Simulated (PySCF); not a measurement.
A TDDFT job was run through a driver script with this input:

```
{"job": {"kind": "uv", "xc": "B3LYP", "basis": "def2-SVPD", "nstates": 8, "ntriplets": 3}, "charge": 0, "multiplicity": 1}
C      1.185046    -0.597826    -0.699263
C      1.174715     0.721953    -0.591219
C      0.001888     1.090403     0.305983
C     -1.244996     0.693316    -0.470877
C     -1.234106    -0.626365    -0.579501
C      0.019334    -1.124767     0.125211
C      0.064345    -0.103063     1.276159
H      1.839350    -1.225439    -1.273991
H      1.817913     1.445284    -1.055028
H      0.010644     2.092695     0.724125
H     -1.948186     1.400289    -0.868129
H     -1.926521    -1.269926    -1.087938
H      0.044316    -2.181498     0.375075
H      0.987386    -0.143128     1.854399
H     -0.795541    -0.163937     1.943082
```

Theory: TDDFT B3LYP/def2-SVPD, vertical, gas phase, core orbitals frozen in the response in PySCF 2.14.0, density-fitted response routines. Job line and output are in the format of a driver script around the code.

What does the script print for it, SCF cycles aside?

```
converged SCF energy = -271.2944175519

Static polarisability (au): isotropic 71.176, principal 63.953 71.740 77.834

Singlet excitations
state   eV       nm        f      main configurations
  1   4.8274    256.8   0.00000   H->L 0.98
  2   5.6493    219.5   0.00936   H-1->L 0.76, H->L+2 0.23
  3   5.9662    207.8   0.01359   H->L+1 0.99
  4   6.7465    183.8   0.02721   H->L+4 0.75, H-1->L+1 0.24
  5   6.7542    183.6   0.00001   H->L+3 0.99
  6   6.8029    182.3   0.14282   H->L+2 0.70, H-1->L 0.17
  7   6.9201    179.2   0.00244   H->L+5 0.96
  8   7.0114    176.8   0.01434   H-1->L+1 0.76, H->L+4 0.23

Triplet excitations (Tamm-Dancoff, eV): 3.4662 4.1603 5.5425
```

Geometry: GFN2-xTB; no solvent, vibrations or thermal averaging.

H and L stand for HOMO and LUMO.

Time: 30 s of wall time. Hardware: Arm Neoverse V1, one thread (shared host).
